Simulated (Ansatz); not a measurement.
Crystal: TiTe.

```
Te Ti
1.0
     3.84200    0.00000    0.00000
    -1.92100    3.32727    0.00000
     0.00000    0.00000    6.40300
Te Ti
2 2
Cartesian
  1.9210 1.1091 4.8022
  0.0000 2.2182 1.6007
  0.0000 0.0000 3.2015
  0.0000 0.0000 0.0000
```

Base run:

```yaml
Program: Ansatz 0.2.0
Functional: PBEsol
Potentials_or_basis: all-electron LAPW, scalar-relativistic
Cutoff: 231 eV
Density_cutoff: 924 eV
Basis_error_allowed: 0.002 eV/atom
k_mesh: 8 × 8 × 4
Occupations: fermi-dirac, width 0.05 eV
Spin: no spin polarisation
```

Its results: pressure 3.4 GPa.

The run is repeated on the same cell with these changes: potentials or basis from all-electron LAPW, scalar-relativistic to all-electron LAPW, non-relativistic. What comes out?

Pressure 4.3 GPa.

Caveats: relativity is left out, which matters for the heavier elements (some runs).

Not every run made on this cell is shown here.
